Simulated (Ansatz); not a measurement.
# Al2Cu (P4/mmm) in Ansatz: reference runs

Reference runs on Al2Cu: the cell as given and a disturbed copy.

Program: Ansatz 0.2.0. These are calculated values, not measurements. Logs are shortened: lines on timing, memory, paths and dates and some standing lists are left out, and cuts for length are marked.

## (1) Starting point

Symmetry: P4/mmm, No. 123, tetragonal system. The conventional cell has a = 4.105 Å, b = 4.105 Å, c = 2.891 Å, α = 90.00°, β = 90.00°, γ = 90.00°. Cu (site symmetry 4/mmm) is surrounded by 8 Al at 2.51 Å. Around Al (site symmetry mmm) lie 4 Cu at 2.51 Å.

The cell comes from a database or a generator and needn't be the stable form of this composition.

## (2) Single point, PBE

Input file input.yaml:

```yaml
crystal:
  lattice:
    - [4.105182, 0.0, 0.0]
    - [0.0, 4.105182, 0.0]
    - [0.0, 0.0, 2.891313]
  atoms:
    - { symbol: Cu, position: [0.0, 0.0, 0.0] }
    - { symbol: Al, position: [0.0, 0.5, 0.5] }
    - { symbol: Al, position: [0.5, 0.0, 0.5] }
hamiltonian:
  xc: pbe
  pseudopotentials: { kind: paw }
kpoints:
  mp_grid: { grid: [7, 7, 9] }
scf:
  occupations: { method: fermi_dirac, width: 0.05 }
output:
  forces: true
  stress: true
  eigenvalues: true
```

Potentials or basis: Ansatz PAW.

The run is started by

```
$ ansatz run input.yaml --threads 2 --pin off --max-ram 5120MiB --backend cpu --events-out ev --progress --plain --runs-dir out
```

Log:

```text
Warning: RAYON_NUM_THREADS=2 ignored (pool sized by the plan → 2); use --threads N
Engine: ansatz 0.2.0, x86_64-unknown-linux-gnu
Pseudopotentials: kind: paw
Pseudopotential: Cu, paw, valence charge 19, recommended cutoff 420 eV (normal), Cu.paw.azcp
Pseudopotential: Al, paw, valence charge 3, recommended cutoff 420 eV (normal), Al.paw.azcp
Functional definition: PBE
  parameter kappa = 0.804
  parameter beta = 0.06672455060314922
  exchange = pbe_x(kappa = kappa, mu = beta*pi^2/3)
  correlation = pbe_c(beta = beta)
Crystal: 3 atoms, lattice volume = 48.726 Å³
Basis set: ecut = 420 eV, 945 PW (Γ), exchange–correlation on 60×60×40 points (8 copies of the dense FFT grid, shifted against one another)
Bands: 17, of which v1, the nominal top of the filled ones, is band 13 counted from 1 (12 counted from 0)
Symmetry: 16 space group operations
Space group: P4/mmm (ITA 123), of the structure as read, at distance tolerance 3.7e-5 Å
k-points: 50 of 441
Non-local potential: Cu, projectors of the file, l = 0: 3, l = 1: 2, l = 2: 3, l = 3: 1
Non-local potential: Al, projectors of the file, l = 0: 2, l = 1: 2, l = 2: 1
PAW form: soft (Blöchl's): semilocal exchange-correlation on the pseudo side does not see the compensation charge
PAW one-centre angular grid: Cu, 590 points (default); XC on 64 Gauss nodes
PAW one-centre angular grid: Al, 110 points (default); XC on 64 Gauss nodes
Initial density: superposition of atomic densities (neutral atoms: chi_scale 0, normalization atom), corrected by the library's trained network
Initial wavefunctions: pseudopotential atomic-orbital guess
Functional: x = pbe(κ = 0.804, μ = 0.2195149727645171), c = pbe(β = 0.06672455060314922)
SCF iter   1: F=—  HF=-7700.266977 eV  |F-HF|=—  |Δ(HF+E_count)|=         —  Δρ=5.19e-3  dr2=1.26e-2  ethr=1.77e-3  ⟨swp⟩=5.5  Hψ=4367  notcnv=0
preconditioner: auto → Kerker (q_TF=auto, 2.441 Å⁻¹)  [metal: Δε(μ)=0.031 eV  Ē_g=8.038 eV  σ=0.050 eV  W_gap=0.15  n_scr=10 (ndim 8)  ℏωp=21.9 eV  f_vac=0.000  D(μ)=1.48/eV (n_scr^D=10)]
SCF iter   2: F=—  HF=-7700.265433 eV  |F-HF|=—  |Δ(HF+E_count)|=   1.54e-3  Δρ=1.19e-3  dr2=1.71e-3  ethr=5.06e-5  ⟨swp⟩=2.5  Hψ=1580  notcnv=0
SCF iter   3: F=—  HF=-7700.265067 eV  |F-HF|=—  |Δ(HF+E_count)|=   3.66e-4  Δρ=1.03e-3  dr2=9.56e-4  ethr=6.84e-6  ⟨swp⟩=2.0  Hψ=1204  notcnv=0
SCF iter   4: F=—  HF=-7700.264902 eV  |F-HF|=—  |Δ(HF+E_count)|=   1.64e-4  Δρ=2.83e-4  dr2=5.49e-5  ethr=3.82e-6  ⟨swp⟩=2.1  Hψ=1091  notcnv=0
SCF iter   5: F=—  HF=-7700.265001 eV  |F-HF|=—  |Δ(HF+E_count)|=   9.82e-5  Δρ=8.64e-5  dr2=2.93e-6  ethr=2.19e-7  ⟨swp⟩=2.4  Hψ=1236  notcnv=0
SCF iter   6: F=—  HF=-7700.265004 eV  |F-HF|=—  |Δ(HF+E_count)|=   2.84e-6  Δρ=2.76e-5  dr2=6.34e-7  ethr=1.17e-8  ⟨swp⟩=2.0  Hψ=1177  notcnv=0
SCF iter   7: F=-7700.265004 eV  HF=-7700.265004 eV  |F-HF|=1.10e-8  |Δ(HF+E_count)|=   1.42e-7  Δρ=5.92e-6  dr2=2.63e-8  ethr=4.00e-10  ⟨swp⟩=3.2  Hψ=3248  notcnv=0
SCF 1 converged in 7 iterations: F = -7700.265004 eV  dr2 = 2.63e-8
SCF converged after 7 iterations
Free energy (F): -7700.265004 eV
Harris-Foulkes:  -7700.265004 eV  (|F-HF|=1.10e-8)
Internal energy: -7700.252959 eV  (E = F + TS)
E sigma→0 (E₀):  -7700.258981 eV
Entropy (-TS):   -0.012045 eV (-4.015 meV/atom)
Fermi energy:    9.353404 eV
--- Per-component energies (eV) ---
  E_band       = -497.668970
  E_kinetic    = 345.091997
  E_local      = -6177.797958  (includes V_loc(G=0)·N_el)
  E_nonlocal   = 404.763222
  E_hartree    = 2777.600151
  E_xc         = -169.424617
  E_vxc        = -174.077443  (∫ρ·V_xc dr)
  E_paw        = -2593.005796  (= ΣΔE_a)
  E_vpaw       = -450.847002  (= ΣTr[D̂ρ^β])
  E_aug_tail   = 0.000258  (compensation charges beyond the density's cutoff)
  E_ewald      = -2287.480215
  E_smearing   = -0.012045  (= −TS)
  E_closure    = 0.000000  (closes the sum)
  Σ components = -7700.265004   (vs F -7700.265004, Δ=0.00e0)
--- Forces (eV/Å), atoms counted from 1 ---
  atom   1  Cu     0.00000000     0.00000000     0.00000000
  atom   2  Al     0.00000000     0.00000000     0.00000000
  atom   3  Al    -0.00000000     0.00000000     0.00000000
  max |Σ_I F_I| component: 2.47e-32 eV/Å
--- Stress (GPa, compression-positive) ---
        0.853041       0.000000       0.000000
        0.000000       0.853041       0.000000
        0.000000       0.000000      -0.046979
  P = ⅓ Tr σ = 0.5530 GPa (5.530 kbar)
--- Band table (eV; the first three rows and the last of 50) ---
  k-point 0: bands = ["-104.6909", "-62.0499", "-62.0499", "-62.0339", "-1.1984", "3.9613", "4.4837", "5.1466", "5.3424", "5.3424", "6.9586", "6.9586", "9.2643", "10.2325", "15.2792", "15.4997", "15.4997"]
  k-point 1: bands = ["-104.6908", "-62.0498", "-62.0498", "-62.0353", "-0.9748", "4.0373", "4.5654", "5.1384", "5.1384", "5.1677", "7.3455", "7.3455", "9.3873", "10.3631", "12.7888", "15.6963", "15.6963"]
  k-point 2: bands = ["-104.6906", "-62.0495", "-62.0495", "-62.0390", "-0.3110", "4.2320", "4.7448", "4.7934", "4.7934", "5.2213", "8.2517", "8.2517", "9.7775", "9.8651", "10.8867", "16.1802", "16.1802"]
  k-point 49: bands = ["-104.6902", "-62.0490", "-62.0490", "-62.0459", "3.7278", "3.8215", "5.0620", "5.0977", "5.2426", "5.4550", "6.8913", "6.9855", "8.2213", "8.9838", "9.6573", "10.0858", "12.3004"]
```

It took 2.5 s on 2 threads of Intel Xeon at 2.50GHz (Skylake/Cascade Lake), shared host; peak memory 0.36 GiB.

Results:

```
Free energy            : -7700.2650 eV
Pressure               : 0.6 GPa
Band gap on the k mesh : none (metal or under the smearing width)
```

## (3) Single point, PBE (atoms moved at random, drawn with an rms of 0.05 Å)

Edit input.yaml of step 2 so:

```diff
@@ -6,5 +6,5 @@
   atoms:
-    - { symbol: Cu, position: [0.0, 0.0, 0.0] }
-    - { symbol: Al, position: [0.0, 0.5, 0.5] }
-    - { symbol: Al, position: [0.5, 0.0, 0.5] }
+    - { symbol: Cu, position: [-0.00397, 0.006161, 0.002412] }
+    - { symbol: Al, position: [0.009376, 0.497056, 0.468229] }
+    - { symbol: Al, position: [0.506007, -0.009869, 0.497535] }
 hamiltonian:
```

Potentials or basis: Ansatz PAW.

The run is started by

```
$ ansatz run input.yaml --threads 2 --pin off --max-ram 5120MiB --backend cpu --events-out ev --progress --plain --runs-dir out
```

It took 14 s on 2 threads of Intel Xeon at 2.50GHz (Skylake/Cascade Lake), shared host; peak memory 0.5 GiB.

The run converged. Its results:

* Free energy: -7700.2395 eV
* Pressure: 0.8 GPa
* Largest force: 0.481 eV/Å
* Band gap on the k mesh: none (metal or under the smearing width)

Forces in eV/Å, atoms in the order of the input:
```
Cu   0.257 -0.240 -0.328
Al  -0.010  0.201  0.305
Al  -0.248  0.039  0.023
```

Stress tensor (GPa, compression positive):
```
0.93 0.07 0.00
0.07 1.37 0.34
0.00 0.34 0.14
```

Levels at points of the mesh, in eV from the Fermi level:
```
           k point  band 9  band 10  band 11  band 12  band 13  band 14  band 15  band 16  band 17
(0.00, 0.00, 0.00)   -4.02    -4.01    -2.39    -2.38    -0.09     0.87     5.94     6.15     6.15
```
